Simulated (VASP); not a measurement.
# V (R-3m) in VASP: further runs

The runs below take V through single point, relaxation of cell and atoms, with PBEsol.

Everything below comes from runs of VASP 6.6.1. Logs are shortened: lines on timing, memory, paths and dates and some standing lists are left out, and cuts for length are marked.

### Step 1. Starting point

Symmetry: R-3m, No. 166, trigonal system. The conventional cell has a = 4.128 Å, b = 4.128 Å, c = 2.631 Å, α = 90.00°, β = 90.00°, γ = 120.00°. Around V (site symmetry -3m) lie 8 V at 2.54 to 2.63 Å.

The cell was built by a generator and needn't be a form met in nature.

### Step 2. Single point, PBEsol

Input file INCAR:

```
SYSTEM = V
PREC     = Accurate       ! precision mode
ENCUT    = 520            ! plane-wave cutoff, eV
EDIFF    = 1E-6           ! SCF threshold, eV
ISMEAR   = 0              ! smearing method
SIGMA    = 0.1            ! smearing width, eV
LREAL    = .FALSE.        ! projectors in reciprocal space
LASPH    = .TRUE.         ! aspherical terms in the spheres
NELM     = 100            ! most SCF steps
ALGO     = Fast           ! electronic algorithm
ISIF     = 2              ! what is computed and relaxed
LWAVE    = .FALSE.        ! write WAVECAR
LCHARG   = .FALSE.        ! write CHGCAR
GGA      = PS             ! functional
NBANDS   = 12             ! bands
```

Input file KPOINTS:

```
Automatic mesh
0
G
  9 9 9
  0 0 0
```

Input file POSCAR:

```
V
1.0
    2.0638037974      1.1915376780      0.8771367504
   -2.0638037974      1.1915376780      0.8771367504
    0.0000000000     -2.3830753560      0.8771367503
V
1
Direct
    0.5000000000      0.5000000000      0.5000000000
```

Potentials or basis: VASP PAW PBE potentials, release 64 (V_sv).

Started as:

```
$ cat potpaw_PBE.64/V_sv/POTCAR > POTCAR
$ mpirun -np 1 vasp_std > vasp.out
```

OUTCAR:

```text
SYSTEM = V
   PREC = Accurate
   ENCUT = 520
   EDIFF = 1E-6
   ISMEAR = 0
   LREAL = .FALSE.
   LASPH = .TRUE.
   NELM = 100
   ISIF = 2
   GGA = PS

 ion  position               nearest neighbor table
   1  0.500  0.500  0.500-

  LATTYP: Found a trigonal (rhomboedric) cell.
 ALAT       =     2.5393733540
 COS(alpha) =    -0.3210330826

  Lattice vectors:

 A1 = (   2.0638037974,   1.1915376780,   0.8771367504)
 A2 = (  -2.0638037974,   1.1915376780,   0.8771367504)
 A3 = (   0.0000000000,  -2.3830753560,   0.8771367503)

Analysis of symmetry for initial positions (statically):
=====================================================================
 Subroutine PRICEL returns:
 Original cell was already a primitive cell.

 Routine SETGRP: Setting up the symmetry group for a
 trigonal (rhombohedral) supercell.

 Subroutine GETGRP returns: Found 12 space group operations
 (whereof 12 operations were pure point group operations)
 out of a pool of 12 trial point group operations.

The static configuration has the point symmetry D_3d.

Analysis of symmetry for dynamics (positions and initial velocities):
=====================================================================
 Subroutine PRICEL returns:
 Original cell was already a primitive cell.

 Routine SETGRP: Setting up the symmetry group for a
 trigonal (rhombohedral) supercell.

 Subroutine GETGRP returns: Found 12 space group operations
 (whereof 12 operations were pure point group operations)
 out of a pool of 12 trial point group operations.

The dynamic configuration has the point symmetry D_3d.

 Subroutine INISYM returns: Found 12 space group operations
 (whereof 12 operations are pure point group operations),
 and found     1 'primitive' translations

----------------------------------------------------------------------------------------

                                     Primitive cell

  volume of cell :      12.9418

  direct lattice vectors                    reciprocal lattice vectors
     2.063803797  1.191537678  0.877136750     0.242271092  0.139875280  0.380024361
    -2.063803797  1.191537678  0.877136750    -0.242271092  0.139875280  0.380024361
     0.000000000 -2.383075356  0.877136750     0.000000000 -0.279750561  0.380024361

  length of vectors
     2.539373354  2.539373354  2.539373354     0.471888643  0.471888643  0.471888643

  position of ions in fractional coordinates (direct lattice)
     0.500000000  0.500000000  0.500000000

  ion indices of the primitive-cell ions
   primitive index   ion index
                 1           1

----------------------------------------------------------------------------------------

 KPOINTS: Automatic mesh

Automatic generation of k-mesh.
 Grid dimensions read from file:
 generate k-points for:    9    9    9

 Generating k-lattice:

  Cartesian coordinates                     Fractional coordinates (reciprocal lattice)
     0.026919010  0.015541698  0.042224929     0.111111111  0.000000000 -0.000000000
    -0.026919010  0.015541698  0.042224929     0.000000000  0.111111111 -0.000000000
     0.000000000 -0.031083396  0.042224929     0.000000000  0.000000000  0.111111111

  Length of vectors
     0.052432071  0.052432071  0.052432071

  Shift w.r.t. Gamma in fractional coordinates (k-lattice)
     0.000000000  0.000000000  0.000000000

 Subroutine IBZKPT returns following result:
 ===========================================

 Found     85 irreducible k-points:

 Following reciprocal coordinates:
            Coordinates               Weight
  0.000000  0.000000  0.000000      1.000000
  0.111111 -0.000000  0.000000      6.000000
  0.222222  0.000000 -0.000000      6.000000
  0.333333  0.000000 -0.000000      6.000000
  0.444444  0.000000 -0.000000      6.000000
  0.111111  0.111111  0.000000      6.000000
[... 16 lines left out ...]
 -0.333333  0.333333  0.000000      6.000000
  0.444444  0.444444 -0.000000      6.000000
 [... further k-points ...]
   k-points           NKPTS =     85   k-points in BZ     NKDIM =     85   number of bands    NBANDS=     12
   number of dos      NEDOS =    301   number of ions     NIONS =      1
   total plane-waves  NPLWV =   8000
   dimension x,y,z NGX =    20 NGY =   20 NGZ =   20
   dimension x,y,z NGXF=    40 NGYF=   40 NGZF=   40
   ions per type =               1
   NGX,Y,Z   is equivalent  to a cutoff of  13.09, 13.09, 13.09 a.u.
   NGXF,Y,Z  is equivalent  to a cutoff of  26.19, 26.19, 26.19 a.u.
 SYSTEM =  V
   PREC   = accura    normal or accurate (medium, high low for compatibility)
   ISTART =      0    job   : 0-new  1-cont  2-samecut
   ICHARG =      2    charge: 1-file 2-atom 10-const
   ISPIN  =      1    spin polarized calculation?
   LNONCOLLINEAR =      F non collinear calculations
   LSORBIT =      F    spin-orbit coupling
   LASPH  =      T    aspherical Exc in radial PAW
   ENCUT  =  520.0 eV  38.22 Ry    6.18 a.u.   4.72  4.72  4.72*2*pi/ulx,y,z
   NELM   =    100;   NELMIN=  2; NELMDL= -5     # of ELM steps
   EDIFF  = 0.1E-05   stopping-criterion for ELM
   LREAL  =      F    real-space projection
   EDIFFG = 0.1E-04   stopping-criterion for IOM
   NSW    =      0    number of steps for IOM
   IBRION =     -1    ionic relax: 0-MD 1-quasi-New 2-CG
   NFREE  =      0    steps in history (QN), initial steepest desc. (CG)
   ISIF   =      2    stress and relaxation
   ISYM   =      2    0-nonsym 1-usesym 2-fastsym
   POTIM  = 0.5000    time-step for ionic-motion
   TEBEG  =    0.0;   TEEND  =   0.0 temperature during run
   PSTRESS=    0.0 pullay stress
   NELECT =      13.0000    total number of electrons
   NUPDOWN=      -1.0000    fix difference up-down
   EMIN   =  10.00;   EMAX   =-10.00  energy-range for DOS
   EFERMI =   0.00;   METHOD = LEGACY
   ISMEAR =     0;   SIGMA  =   0.10  broadening in eV -4-tet -1-fermi 0-gaus
   EFERMI_NEDOS =   21; number of points for ismear=-14 and -15
   IALGO  =     68    algorithm
   IMIX   =      4    mixing-type and parameters
     AMIX     =   0.40;   BMIX     =  1.00
     AMIX_MAG =   1.60;   BMIX_MAG =  1.00
  volume/ion in A,a.u.               =      12.94        87.34
  Fermi-wavevector in a.u.,A,eV,Ry     =   1.639549  3.098298 36.574100  2.688121
  Thomas-Fermi vector in A             =   2.730336
   LORBIT       =      0    0 simple, 1 ext, 2 COOP (PROOUT), +10 PAW based schemes
   GGA     = PS    functional components
   LHFCALC =     F    Hartree Fock is set to
   AEXX    =    0.0000 exact exchange contribution
   IVDW    =     0    specifies the selected vdW correction
   LEPSILON=     F    determine dielectric tensor
   LRPA    =     F    only Hartree local field effects (RPA)
 non-spin polarized calculation
 RMM-DIIS sequential band-by-band and
 Gauss-broadening in eV      SIGMA  =   0.10
  energy-cutoff  :      520.00
  volume of cell :       12.94
 maximum number of plane-waves:       376
   NGX =  9   NGY =  9   NGZ =  9

 number of electron      13.0000000 magnetization

 Free energy of the ion-electron system (eV)
  ---------------------------------------------------
  ext. energy  EPLUGINS =         0.00000000
  ---------------------------------------------------
  free energy    TOTEN  =        -9.63862911 eV

  energy without entropy =       -9.62887418  energy(sigma->0) =       -9.63375165

 E-fermi :  10.1104     XC(G=0): -13.2754

 val. band max:       10.1018283442   @ k =   0.3333   0.1111   0.1111
 cond. band min:      10.1206845276   @ k =   0.3333   0.0000  -0.0000
 fundamental gap:      0.0188561834
 Fermi energy:        10.1104487829

 k-point     1 :       0.0000    0.0000    0.0000
  band No.  band energies     occupation
      1     -53.3444      2.00000
      2     -26.7404      2.00000
      3     -26.6392      2.00000
      4     -26.6392      2.00000
      5       3.3874      2.00000
      6      10.3270      0.00219
      7      10.3270      0.00219
      8      10.8021      0.00000
      9      12.6362      0.00000
     10      12.6362      0.00000
     11      30.5372      0.00000
     12      30.5372      0.00000

 k-point     2 :       0.1111   -0.0000    0.0000
  band No.  band energies     occupation
      1     -53.3190      2.00000
      2     -26.8377      2.00000
      3     -26.6976      2.00000
      4     -26.6409      2.00000
      5       3.8832      2.00000
      6      10.1311      0.77021
      7      10.3176      0.00340
      8      11.0571      0.00000
      9      12.4690      0.00000
     10      12.6593      0.00000
     11      29.7273      0.00000
     12      30.6722      0.00000

 k-point     3 :       0.2222    0.0000   -0.0000
  band No.  band energies     occupation
      1     -53.2542      2.00000
      2     -27.1288      2.00000
      3     -26.7936      2.00000
      4     -26.6452      2.00000
      5       5.1719      2.00000
      6       9.6596      2.00000
      7      10.0073      1.85530
      8      11.9722      0.00000
      9      12.3747      0.00000
     10      12.7543      0.00000
     11      27.1884      0.00000
     12      29.6171      0.00000

 k-point     4 :       0.3333    0.0000   -0.0000
  band No.  band energies     occupation
      1     -53.1797      2.00000
      2     -27.4617      2.00000
      3     -26.8893      2.00000
      4     -26.6501      2.00000
      5       6.4368      2.00000
      6       9.1631      2.00000
      7      10.1207      0.88490
      8      12.5632      0.00000
      9      12.9248      0.00000
     10      13.2320      0.00000
     11      23.7371      0.00000
     12      27.8166      0.00000

 k-point     5 :       0.4444    0.0000   -0.0000
  band No.  band energies     occupation
      1     -53.1305      2.00000
      2     -27.6748      2.00000
      3     -26.9499      2.00000
      4     -26.6533      2.00000
      5       6.7507      2.00000
      6       8.8591      2.00000
      7      11.3247      0.00000
      8      12.7158      0.00000
      9      13.0754      0.00000
     10      14.2000      0.00000
     11      20.9729      0.00000
     12      26.6543      0.00000
[... 228 lines left out ...]
      1     -53.0861      2.00000
      2     -27.5664      2.00000
      3     -27.1867      2.00000
      4     -26.7534      2.00000
      5       7.8069      2.00000
      6       8.7993      2.00000
      7       9.9270      1.99053
      8      12.6130      0.00000
      9      13.1545      0.00000
     10      16.7824      0.00000
     11      21.4399      0.00000
     12      22.9408      0.00000

 k-point    22 :      -0.4444    0.3333   -0.0000
  band No.  band energies     occupation
      1     -53.1140      2.00000
      2     -27.5834      2.00000
      3     -27.0339      2.00000
      4     -26.7166      2.00000
      5       7.0362      2.00000
      6       9.0381      2.00000
      7      10.4133      0.00002
      8      12.4483      0.00000
      9      13.0370      0.00000
     10      14.5191      0.00000
     11      22.7761      0.00000
     12      25.7843      0.00000

 k-point    23 :      -0.3333    0.3333    0.0000
  band No.  band energies     occupation
      1     -53.1535      2.00000
      2     -27.4626      2.00000
      3     -26.9555      2.00000
      4     -26.6931      2.00000
      5       6.5161      2.00000
      6       9.2818      2.00000
      7      10.3838      0.00011
      8      12.3740      0.00000
      9      12.7456      0.00000
     10      13.2605      0.00000
     11      24.3989      0.00000
     12      27.3492      0.00000

 k-point    24 :       0.4444    0.4444   -0.0000
  band No.  band energies     occupation
      1     -53.0854      2.00000
      2     -27.6833      2.00000
      3     -27.0851      2.00000
      4     -26.7190      2.00000
      5       7.0367      2.00000
      6       8.8964      2.00000
      7      11.1231      0.00000
      8      12.5472      0.00000
      9      13.2615      0.00000
     10      15.3946      0.00000
     11      20.9485      0.00000
     12      25.1585      0.00000

 [... further k-points ...]

------------------------ aborting loop because EDIFF is reached ----------------------------------------

  FORCE on cell =-STRESS in cart. coord.  units (eV):
  Direction    XX          YY          ZZ          XY          YZ          ZX
  --------------------------------------------------------------------------------------
  -------------------------------------------------------------------------------------
  Total       -0.0004639     -0.0004639     -0.0042159      0.0000000     -0.0000000      0.0000000
  in kB       -0.0574263     -0.0574263     -0.5219218      0.0000000     -0.0000000      0.0000000
  external PRESSURE =      -0.2122581 kB  Pullay stress =       0.0000000 kB

 VOLUME and BASIS-vectors are now :
 -----------------------------------------------------------------------------
  energy-cutoff  :      520.00
  volume of cell :       12.94
      direct lattice vectors                 reciprocal lattice vectors
     2.063803797  1.191537678  0.877136750     0.242271092  0.139875280  0.380024361
    -2.063803797  1.191537678  0.877136750    -0.242271092  0.139875280  0.380024361
     0.000000000 -2.383075356  0.877136750     0.000000000 -0.279750561  0.380024361

 POSITION                                       TOTAL-FORCE (eV/Angst)
 -----------------------------------------------------------------------------------
      0.00000      0.00000      1.31571         0.000000      0.000000      0.000000
 -----------------------------------------------------------------------------------
    total drift:                               -0.000000      0.000000      0.000000

  FREE ENERGIE OF THE ION-ELECTRON SYSTEM (eV)
  ---------------------------------------------------
  free  energy   TOTEN  =        -9.6386291094 eV

  energy  without entropy=       -9.6288741839  energy(sigma->0) =       -9.63375165
```

Wall time 13 s (1 thread of Intel Xeon Platinum 8488C (Sapphire Rapids), shared host); peak memory 0.13 GiB.

What came out:

- Free energy: -9.6386 eV
- Pressure: 0.0 GPa
- Band gap on the k mesh: none (metal or under the smearing width)

Levels at points of the mesh, in eV from the Fermi level:
```
           k point  band 3  band 4  band 5  band 6  band 7  band 8  band 9  band 10  band 11  band 12
(0.00, 0.00, 0.00)  -36.75  -36.75   -6.72    0.22    0.22    0.69    2.53     2.53    20.43    20.43
```

Caveat: the PAW data sets were made with another functional, which shifts forces and pressure a little.

(Continued in part 2 of 3.)
